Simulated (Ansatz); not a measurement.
# FeGe (P6/mmm) in Ansatz: notebook

Runs on FeGe. Level: r2SCAN. Tasks: single point, equation of state.

Program: Ansatz 0.2.0. These are calculated values, not measurements. Logs are shortened: lines on timing, memory, paths and dates and some standing lists are left out, and cuts for length are marked.

### 1 Starting point

It takes space group P6/mmm (No. 191, hexagonal). Conventional cell: a = 4.998 Å, b = 4.998 Å, c = 4.116 Å, α = 90.00°, β = 90.00°, γ = 120.00°. Around Ge (site symmetry -6m2) lie 6 Fe at 2.51 Å and 3 Ge at 2.89 Å. Ge (site symmetry 6/mmm) has 6 Fe at 2.50 Å as nearest neighbours. Around Fe (site symmetry mmm) lie 6 Ge at 2.50 to 2.51 Å and 4 Fe at 2.50 Å.

The cell is a database's computed one.

### 2 Single point, r2SCAN, collinear spin, ferromagnetic start, 13.95 Å³/atom (volume scaled by 0.94)

input.yaml

```yaml
crystal:
  lattice:
    - [4.895581825, 0.0, 0.0]
    - [-2.4477909125, 4.2396982268, 0.0]
    - [0.0, 0.0, 4.0317426452]
  atoms:
    - { symbol: Ge, position: [0.6666666667, 0.3333333333, 0.5] }
    - { symbol: Ge, position: [0.3333333333, 0.6666666667, 0.5] }
    - { symbol: Ge, position: [0.0, 0.0, 0.0] }
    - { symbol: Fe, position: [0.0, 0.5, 0.0], spin: 3.0 }
    - { symbol: Fe, position: [0.5, 0.5, 0.0], spin: 3.0 }
    - { symbol: Fe, position: [0.5, 0.0, 0.0], spin: 3.0 }
hamiltonian:
  xc: r2scan
  pseudopotentials: { kind: paw }
magnetization:
  spin_polarized: true
kpoints:
  mp_grid: { grid: [6, 6, 7] }
scf:
  occupations: { method: fermi_dirac, width: 0.05 }
output:
  forces: true
  stress: true
  eigenvalues: true
  write_density: true
  write_potential: true
  elf: true
  volumetric_format: npy
```

Potentials or basis: Ansatz PAW.

The run is started by

```bash
$ ansatz run input.yaml --threads 2 --pin off --max-ram 5632MiB --backend cpu --events-out ev --progress --plain --runs-dir out
```

Log:

```text
Warning: RAYON_NUM_THREADS=2 ignored (pool sized by the plan → 2); use --threads N
Engine: ansatz 0.2.0, x86_64-unknown-linux-gnu
Pseudopotentials: kind: paw
Pseudopotential: Ge, paw, valence charge 14, recommended cutoff 500 eV (meta_gga), Ge.paw.azcp
Pseudopotential: Fe, paw, valence charge 16, recommended cutoff 500 eV (meta_gga), Fe.paw.azcp
Functional definition: r2SCAN
  parameter k0 = 0.174
  parameter k1 = 0.065
  parameter a1 = 4.9479
  exchange = r2scan_x(k0 = k0, k1 = k1, a1 = a1)
  correlation = r2scan_c
Crystal: 6 atoms, lattice volume = 83.682 Å³
Basis set: ecut = 500 eV, 2133 PW (Γ), exchange–correlation on 144×144×120 points (64 copies of the dense FFT grid, shifted against one another)
Bands: 60, of which v1, the nominal top of the filled ones, is band 45 counted from 1 (44 counted from 0)
Symmetry: 24 space group operations
Space group: P6/mmm (ITA 191), of the structure as read, at distance tolerance 4.4e-5 Å
Magnetic group: BNS 191.233 (UNI 1463), of the structure as read, at distance tolerance 4.4e-5 Å
k-points: 28 of 252
Non-local potential: Ge, projectors of the file, l = 0: 2, l = 1: 2, l = 2: 3, l = 3: 1
Non-local potential: Fe, projectors of the file, l = 0: 3, l = 1: 2, l = 2: 3, l = 3: 1
PAW form: soft (Blöchl's): semilocal exchange-correlation on the pseudo side does not see the compensation charge
PAW frozen core: Ge, regenerated for the run's functional (the file was generated under x = pbe(κ = 0.804, μ = 0.2195149727645171), c = pbe(β = 0.06672455060314922))
PAW frozen core: Fe, regenerated for the run's functional (the file was generated under x = pbe(κ = 0.804, μ = 0.2195149727645171), c = pbe(β = 0.06672455060314922))
PAW one-centre angular grid: Ge, 590 points (default); XC on 160 Gauss nodes
PAW one-centre angular grid: Fe, 590 points (default); XC on 160 Gauss nodes
Initial density: superposition of atomic densities (chi_scale 0.1, normalization cell)
Starting moments: Σ|m| = 9 μB on 3 of 6 sites
Initial wavefunctions: pseudopotential atomic-orbital guess
Functional: x = r2scan, c = r2scan; τ floored in thin density (d = 2e-4 eV/Å³)
iter 1 solved again at ethr=3.03e-3 eV; its pass at ethr=3.10e-3 eV (dr2=2.72e0 eV) is discarded
SCF iter   1: F=—  HF=-26363.257994 eV  |F-HF|=—  |Δ(HF+E_count)|=         —  Δρ=3.98e-2 (↑2.77e-2 ↓3.98e-2)  dr2=2.96e0  dr2_τ=3.25e-2  dr2_m=1.62e-1  M=7.433 μB ∫|m|=8.380 μB  β_m=1.00  ethr=3.03e-3  ⟨swp⟩=2.9  Hψ=17852  notcnv=0
Mixer restart at iter 1: flushing history
[... 33 lines left out ...]
Internal energy: -26366.230712 eV  (E = F + TS)
E sigma→0 (E₀):  -26366.243331 eV
Entropy (-TS):   -0.025237 eV (-4.206 meV/atom)
Fermi energy:    15.547882 eV
--- Per-component energies (eV) ---
  E_band       = -1069.074895
  E_kinetic    = 1398.635613
  E_local      = -14024.708654  (includes V_loc(G=0)·N_el)
  E_nonlocal   = 1925.026652
  E_hartree    = 6119.745527
  E_xc         = -552.233420
  E_vxc        = -716.175125  (∫ρ·V_xc dr)
  E_paw        = -10238.414549  (= ΣΔE_a)
  E_vpaw       = -1939.739018  (= ΣTr[D̂ρ^β])
  E_aug_tail   = 0.000869  (compensation charges beyond the density's cutoff)
  E_vtau       = 48.384077  (kinetic-family band-sum trace: ∫τ·v_τ [+ j·A + Jᵃ·Aᵃ] dr)
  E_ewald      = -10990.157028
  E_core_change = -4.125722  (= ΣΔE_core)
  E_smearing   = -0.025237  (= −TS)
  E_closure    = 0.000000  (closes the sum)
  Σ components = -26366.255949   (vs F -26366.255949, Δ=0.00e0)
--- Forces (eV/Å), atoms counted from 1 ---
  atom   1  Ge    -0.00000000    -0.00000000     0.00000000
  atom   2  Ge     0.00000000     0.00000000     0.00000000
  atom   3  Ge     0.00000000     0.00000000     0.00000000
  atom   4  Fe    -0.00000000     0.00000000     0.00000000
  atom   5  Fe     0.00000000     0.00000000     0.00000000
  atom   6  Fe     0.00000000     0.00000000     0.00000000
  max |Σ_I F_I| component: 9.25e-18 eV/Å
--- Stress (GPa, compression-positive) ---
        7.461216      -0.000000       0.000000
        0.000000       7.461216       0.000000
        0.000000       0.000000       6.321503
  P = ⅓ Tr σ = 7.0813 GPa (70.813 kbar)
--- Band table (eV; the first three rows and the last of 56) ---
  k-point 0 ↑: bands = ["-76.7514", "-76.6968", "-76.6968", "-41.7120", "-41.5754", "-41.5754", "-41.4099", "-41.3790", "-41.3602", "-41.3602", "-41.3120", "-41.3120", "-10.1548", "-10.1178", "-10.1178", "-10.0832", "-10.0832", "-10.0636", "-10.0636", "-10.0432", "-10.0432", "-10.0343", "-10.0055", "-10.0055", "-9.9836", "-9.9836", "-9.9640", "2.0237", "6.2706", "8.7137", "9.4743", "9.9770", "9.9770", "10.0298", "11.3895", "11.3895", "11.6209", "11.6209", "11.8008", "12.1494", "12.1494", "13.0409", "13.0409", "13.1814", "13.2382", "13.2382", "14.7784", "14.9043", "16.2524", "16.2524", "18.3955", "18.6897", "20.0865", "20.0865", "21.2787", "21.7078", "22.6832", "22.6832", "25.1191", "25.8202"]
  k-point 1 ↑: bands = ["-76.7514", "-76.6968", "-76.6968", "-41.7119", "-41.5754", "-41.5754", "-41.4102", "-41.3790", "-41.3603", "-41.3603", "-41.3120", "-41.3120", "-10.1539", "-10.1174", "-10.1174", "-10.0857", "-10.0857", "-10.0608", "-10.0608", "-10.0465", "-10.0465", "-10.0321", "-10.0052", "-10.0052", "-9.9823", "-9.9823", "-9.9646", "2.2155", "6.1722", "8.1830", "9.5753", "10.1703", "10.1703", "10.2440", "11.3856", "11.3856", "11.4186", "11.4186", "11.6842", "12.4673", "12.4673", "13.0418", "13.0418", "13.1742", "13.2251", "13.2251", "14.9043", "14.9325", "15.8765", "15.8765", "17.8042", "19.1700", "19.5989", "19.7352", "19.7352", "21.8596", "21.8596", "24.0077", "26.1928", "26.3274"]
  k-point 2 ↑: bands = ["-76.7514", "-76.6968", "-76.6968", "-41.7116", "-41.5754", "-41.5754", "-41.4110", "-41.3790", "-41.3605", "-41.3605", "-41.3120", "-41.3120", "-10.1517", "-10.1163", "-10.1163", "-10.0900", "-10.0900", "-10.0556", "-10.0556", "-10.0534", "-10.0534", "-10.0271", "-10.0046", "-10.0046", "-9.9800", "-9.9800", "-9.9659", "2.7729", "5.7283", "7.6439", "8.7903", "10.6553", "10.6553", "11.1070", "11.1070", "11.4797", "11.5770", "11.5770", "11.6034", "12.9558", "12.9558", "13.0420", "13.0420", "13.1581", "13.1969", "13.1969", "14.8553", "14.8553", "14.9045", "15.0618", "16.7956", "17.0967", "19.0007", "19.0007", "20.9817", "20.9817", "21.8937", "26.5939", "27.0714", "27.0714"]
  k-point 27 ↓: bands = ["-73.4078", "-73.4078", "-73.3762", "-38.2446", "-38.2363", "-38.2363", "-38.2191", "-38.2191", "-38.1890", "-38.1105", "-38.1105", "-37.9826", "-10.1644", "-10.1457", "-10.1117", "-10.1117", "-10.0917", "-10.0917", "-10.0744", "-10.0456", "-10.0456", "-10.0272", "-10.0137", "-10.0028", "-10.0028", "-9.9980", "-9.9980", "5.3525", "5.3525", "5.7683", "8.8160", "8.8160", "9.4826", "12.2281", "12.2281", "13.3499", "13.3499", "13.3668", "14.2348", "14.2348", "14.6210", "15.1502", "15.1502", "15.7334", "15.9810", "16.1102", "16.1102", "17.1363", "17.3846", "19.2548", "19.2548", "20.4356", "20.4356", "21.2932", "22.9575", "25.8017", "25.8129", "25.8129", "26.4609", "26.4609"]
```

rho_z.tsv:

```text
# z_ang	rho[e/angstrom^3]	rho_spin[e/angstrom^3]
# format = ansatz-planar-average/11
# lattice	4.895581825	0.000000000	0.000000000
# lattice	-2.447790913	4.239698227	0.000000000
# lattice	0.000000000	0.000000000	4.031742645
# sites	6
# site	32	2.447790913	1.413232742	2.015871323
# site	32	-0.000000000	2.826465485	2.015871323
# site	32	0.000000000	0.000000000	0.000000000
# site	26	-1.223895456	2.119849113	0.000000000
# site	26	1.223895456	2.119849113	0.000000000
# site	26	2.447790913	0.000000000	0.000000000
0.000000	3.711999e0	3.893339e-1
0.134391	3.290276e0	3.579412e-1
0.268783	2.352766e0	2.727890e-1
0.403174	1.451939e0	1.682500e-1
0.537566	8.428992e-1	8.483153e-2
0.671957	5.067807e-1	3.607878e-2
[... 22 lines left out ...]
3.762960	2.352766e0	2.727890e-1
3.897351	3.290276e0	3.579412e-1
```

v_z.tsv:

```text
# z_ang	v_es[eV]	v_tot_up[eV]	v_tot_dn[eV]
# format = ansatz-planar-average/11
# xc	r2scan
# density_cutoff_ev	2000
# datasets	Ge=:simpson_from_first_knot:soft:shift=0	Fe=:simpson_from_first_knot:soft:shift=0
# lattice	4.895581825	0.000000000	0.000000000
# lattice	-2.447790913	4.239698227	0.000000000
# lattice	0.000000000	0.000000000	4.031742645
# sites	6
# site	32	2.447790913	1.413232742	2.015871323
# site	32	-0.000000000	2.826465485	2.015871323
# site	32	0.000000000	0.000000000	0.000000000
# site	26	-1.223895456	2.119849113	0.000000000
# site	26	1.223895456	2.119849113	0.000000000
# site	26	2.447790913	0.000000000	0.000000000
0.000000	-4.716972e0	-2.162732e1	-2.181662e1
0.134391	-4.095091e0	-2.078667e1	-2.088263e1
0.268783	-2.267074e0	-1.838292e1	-1.816912e1
0.403174	6.074535e-1	-1.450271e1	-1.411561e1
0.537566	4.199045e0	-9.668033e0	-9.356361e0
0.671957	7.964734e0	-4.732548e0	-4.674984e0
[... 22 lines left out ...]
3.762960	-2.267074e0	-1.838292e1	-1.816912e1
3.897351	-4.095091e0	-2.078667e1	-2.088263e1
```

It took 49 s on 2 threads of Intel Xeon Platinum 8375C at 2.90GHz (Ice Lake), shared host; peak memory 0.78 GiB.

What came out:

```
Free energy            : -26366.2559 eV
Pressure               : 7.1 GPa
Band gap on the k mesh : none (metal or under the smearing width)
Net moment             : 6.09 μB per cell
Absolute moment        : 7.18 μB per cell
Site moments           : Ge -0.06, -0.09; Fe +2.18 μB
```

Caveat: the magnetic or orbital state may not be the lowest; the PAW data sets come from PBE, with cores solved anew for the run's functional, which leaves a small shift of forces and pressure.

### 3 Single point, r2SCAN, collinear spin, ferromagnetic start, 14.24 Å³/atom (volume scaled by 0.96)

input.yaml, as its differences from that of step 2:

```diff
@@ -2,5 +2,5 @@
   lattice:
-    - [4.895581825, 0.0, 0.0]
-    - [-2.4477909125, 4.2396982268, 0.0]
-    - [0.0, 0.0, 4.0317426452]
+    - [4.9300588893, 0.0, 0.0]
+    - [-2.4650294447, 4.2695562403, 0.0]
+    - [0.0, 0.0, 4.0601361346]
   atoms:
@@ -25,5 +25 @@
   eigenvalues: true
-  write_density: true
-  write_potential: true
-  elf: true
-  volumetric_format: npy
```

Potentials or basis: Ansatz PAW.

The run is started by

```bash
$ ansatz run input.yaml --threads 2 --pin off --max-ram 5632MiB --backend cpu --events-out ev --progress --plain --runs-dir out
```

Run time: 44 s. Hardware: 2 threads of Intel Xeon Platinum 8375C at 2.90GHz (Ice Lake), shared host; peak memory 0.79 GiB.

Results (log left out):

```
Free energy            : -26366.3182 eV
Pressure               : 4.2 GPa
Band gap on the k mesh : none (metal or under the smearing width)
Net moment             : 6.30 μB per cell
Absolute moment        : 7.42 μB per cell
Site moments           : Ge -0.06, -0.09; Fe +2.25 μB
```

Caveat: the magnetic or orbital state may not be the lowest; the PAW data sets come from PBE, with cores solved anew for the run's functional, which leaves a small shift of forces and pressure.

### 4 Single point, r2SCAN, collinear spin, ferromagnetic start, 14.54 Å³/atom (volume scaled by 0.98)

input.yaml, as its differences from that of step 3:

```diff
@@ -2,5 +2,5 @@
   lattice:
-    - [4.9300588893, 0.0, 0.0]
-    - [-2.4650294447, 4.2695562403, 0.0]
-    - [0.0, 0.0, 4.0601361346]
+    - [4.9640603699, 0.0, 0.0]
+    - [-2.4820301849, 4.2990023862, 0.0]
+    - [0.0, 0.0, 4.0881379583]
   atoms:
@@ -25 +25,5 @@
   eigenvalues: true
+  write_density: true
+  write_potential: true
+  elf: true
+  volumetric_format: npy
```

The run is started by

```bash
$ ansatz run input.yaml --threads 2 --pin off --max-ram 5632MiB --backend cpu --events-out ev --progress --plain --runs-dir out
```

Wall time 50 s (2 threads of Intel Xeon Platinum 8375C at 2.90GHz (Ice Lake), shared host); peak memory 0.84 GiB.

Results (log left out):

```yaml
Free_energy: -26366.3498 eV
Pressure: 1.5 GPa
Band_gap_on_the_k_mesh: none (metal or under the smearing width)
Net_moment: 6.47 μB per cell
Absolute_moment: 7.62 μB per cell
Site_moments: Ge -0.06, -0.09; Fe +2.32 μB
```

Caveat: the magnetic or orbital state may not be the lowest; the PAW data sets come from PBE, with cores solved anew for the run's functional, which leaves a small shift of forces and pressure.

### 5 Single point, r2SCAN, collinear spin, ferromagnetic start, 14.84 Å³/atom

input.yaml, as its differences from that of step 4:

```diff
@@ -2,5 +2,5 @@
   lattice:
-    - [4.9640603699, 0.0, 0.0]
-    - [-2.4820301849, 4.2990023862, 0.0]
-    - [0.0, 0.0, 4.0881379583]
+    - [4.9976023358, 0.0, 0.0]
+    - [-2.4988011679, 4.3280505808, 0.0]
+    - [0.0, 0.0, 4.11576135]
   atoms:
@@ -25,5 +25 @@
   eigenvalues: true
-  write_density: true
-  write_potential: true
-  elf: true
-  volumetric_format: npy
```

The run is started by

```bash
$ ansatz run input.yaml --threads 2 --pin off --max-ram 5632MiB --backend cpu --events-out ev --progress --plain --runs-dir out
```

Wall time 49 s (2 threads of Intel Xeon Platinum 8375C at 2.90GHz (Ice Lake), shared host); peak memory 0.86 GiB.

Results (log left out):

- Free energy: -26366.3534 eV
- Pressure: -0.8 GPa
- Band gap on the k mesh: none (metal or under the smearing width)
- Net moment: 6.61 μB per cell
- Absolute moment: 7.79 μB per cell
- Site moments: Ge -0.06, -0.10; Fe +2.37 μB

Caveat: the magnetic or orbital state may not be the lowest; the PAW data sets come from PBE, with cores solved anew for the run's functional, which leaves a small shift of forces and pressure.

### 6 Single point, r2SCAN, collinear spin, ferromagnetic start, 15.13 Å³/atom (volume scaled by 1.02)

input.yaml, as its differences from that of step 5:

```diff
@@ -2,5 +2,5 @@
   lattice:
-    - [4.9976023358, 0.0, 0.0]
-    - [-2.4988011679, 4.3280505808, 0.0]
-    - [0.0, 0.0, 4.11576135]
+    - [5.0307000046, 0.0, 0.0]
+    - [-2.5153500023, 4.3567140028, 0.0]
+    - [0.0, 0.0, 4.143018842]
   atoms:
```

Potentials or basis: Ansatz PAW.

The run is started by

```bash
$ ansatz run input.yaml --threads 2 --pin off --max-ram 5632MiB --backend cpu --events-out ev --progress --plain --runs-dir out
```

It took 35 s on 2 threads of Intel Xeon Platinum 8375C at 2.90GHz (Ice Lake), shared host; peak memory 0.87 GiB.

It converged, with:

- Free energy: -26366.3319 eV
- Pressure: -3.0 GPa
- Band gap on the k mesh: none (metal or under the smearing width)
- Net moment: 6.72 μB per cell
- Absolute moment: 7.94 μB per cell
- Site moments: Ge -0.06, -0.11; Fe +2.42 μB

Caveat: the magnetic or orbital state may not be the lowest; the PAW data sets come from PBE, with cores solved anew for the run's functional, which leaves a small shift of forces and pressure.

### 7 Single point, r2SCAN, collinear spin, ferromagnetic start, 15.43 Å³/atom (volume scaled by 1.04)

input.yaml, as its differences from that of step 6:

```diff
@@ -2,5 +2,5 @@
   lattice:
-    - [5.0307000046, 0.0, 0.0]
-    - [-2.5153500023, 4.3567140028, 0.0]
-    - [0.0, 0.0, 4.143018842]
+    - [5.0633678031, 0.0, 0.0]
+    - [-2.5316839015, 4.3850051461, 0.0]
+    - [0.0, 0.0, 4.1699223156]
   atoms:
```

The run is started by

```bash
$ ansatz run input.yaml --threads 2 --pin off --max-ram 5632MiB --backend cpu --events-out ev --progress --plain --runs-dir out
```

Run time: 38 s. Hardware: 2 threads of Intel Xeon Platinum 8375C at 2.90GHz (Ice Lake), shared host; peak memory 0.87 GiB.

The run converged. Its results:

```yaml
Free_energy: -26366.2885 eV
Pressure: -4.8 GPa
Band_gap_on_the_k_mesh: none (metal or under the smearing width)
Net_moment: 6.86 μB per cell
Absolute_moment: 8.12 μB per cell
Site_moments: Ge -0.06, -0.11; Fe +2.47 μB
```

Caveat: the magnetic or orbital state may not be the lowest; the PAW data sets come from PBE, with cores solved anew for the run's functional, which leaves a small shift of forces and pressure.

### 8 Single point, r2SCAN, collinear spin, ferromagnetic start, 15.73 Å³/atom (volume scaled by 1.06)

input.yaml, as its differences from that of step 7:

```diff
@@ -2,5 +2,5 @@
   lattice:
-    - [5.0633678031, 0.0, 0.0]
-    - [-2.5316839015, 4.3850051461, 0.0]
-    - [0.0, 0.0, 4.1699223156]
+    - [5.0956194229, 0.0, 0.0]
+    - [-2.5478097115, 4.4129358683, 0.0]
+    - [0.0, 0.0, 4.1964830465]
   atoms:
```

The run is started by

```bash
$ ansatz run input.yaml --threads 2 --pin off --max-ram 5632MiB --backend cpu --events-out ev --progress --plain --runs-dir out
```

Wall time 42 s (2 threads of Intel Xeon Platinum 8375C at 2.90GHz (Ice Lake), shared host); peak memory 0.88 GiB.

It converged, with:

```
Free energy            : -26366.2270 eV
Pressure               : -6.3 GPa
Band gap on the k mesh : none (metal or under the smearing width)
Net moment             : 7.04 μB per cell
Absolute moment        : 8.31 μB per cell
Site moments           : Ge -0.06, -0.12; Fe +2.53 μB
```

Caveat: the magnetic or orbital state may not be the lowest; the PAW data sets come from PBE, with cores solved anew for the run's functional, which leaves a small shift of forces and pressure.

### 9 Equation of state, r2SCAN, collinear spin, ferromagnetic start

Potentials or basis: Ansatz PAW.

No new run: the results of the series are fitted here.

Results:

```yaml
Equilibrium_volume: 14.73 Å³/atom
Bulk_modulus_at_fixed_shape_and_positions: 115 GPa
Pressure_derivative_of_the_bulk_modulus: "5.1 (rough: it moves with the points fitted)"
```

Energy against volume, from the lowest point:
```tsv
volume (Å³/atom)	energy (meV/atom)
13.947	16.24
14.244	5.87
14.540	0.61
14.837	0.00
15.134	3.58
15.431	10.81
15.727	21.07
```

Caveat: the magnetic or orbital state may not be the lowest; the cell was scaled at fixed shape and fractional positions, which overstates the stiffness of a crystal with free parameters, most of all of layers and chains; the PAW data sets were made with another functional, which shifts forces and pressure a little.
